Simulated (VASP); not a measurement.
Here is the system:

```xyz
2
Lattice="0.0000 3.0285 3.0285 3.0285 0.0000 3.0285 3.0285 3.0285 0.0000" Properties=species:S:1:pos:R:3 pbc="T T T"
Al     0.0000     0.0000     0.0000
Sb     1.5142     1.5142     1.5142
```

The numbers are results of r2SCAN meta-GGA, VASP's PBE PAW potentials (set 64) (plane waves; VASP 6.6.1), not measurements. Numerical set-up: 520 eV cut-off, 7×7×7 Γ-centred mesh, Gaussian smearing of 0.050 eV, potentials Al Sb.

Give the stress tensor in GPa (positive for a compressed cell).

```
3.98  0.00  0.00
0.00  3.98  0.00
0.00  0.00  3.98
```
The pressure is its mean diagonal, 3.98 GPa.

The compound is AlSb in the zinc blende structure. This cell is one point of a volume scan, at 0.94 of the reference volume.
